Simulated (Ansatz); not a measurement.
Crystal: Ga.

```
Ga
1.0
     1.38300   -4.02650    0.00000
     1.38300    4.02650    0.00000
    -0.11745    0.00000    3.32993
Ga
2
Cartesian
  1.2949 2.9716 2.4974
  1.3536 -2.9716 0.8325
```

This isn't the form of Ga at room conditions, which is orthorhombic.

Base run:

```yaml
Program: Ansatz 0.2.0
Functional: RPBE
Potentials_or_basis: Ansatz PAW
Cutoff: "420 eV (not typed: the program's choice for these potentials)"
k_mesh: 10 × 10 × 8
Occupations: fermi-dirac, width 0.05 eV
Spin: no spin polarisation
```

Its results: band gap on the k mesh none (metal or under the smearing width); pressure 3.6 GPa; largest force 0.210 eV/Å.

After a change of settings the same cell gave: band gap on the k mesh none (metal or under the smearing width); pressure -4.0 GPa; largest force 0.180 eV/Å. Which change was it?
A. functional from RPBE to PBE; occupations from fermi-dirac, width 0.05 eV to gaussian, width 0.026 eV
B. functional from RPBE to revPBE
C. functional from RPBE to LDA
D. functional from RPBE to PBE

C.

LDA binds more tightly than RPBE, so the same cell stands under less pressure.

Caveats: the PAW data sets come from PBE, with cores solved anew for the run's functional, which leaves a small shift of forces and pressure.
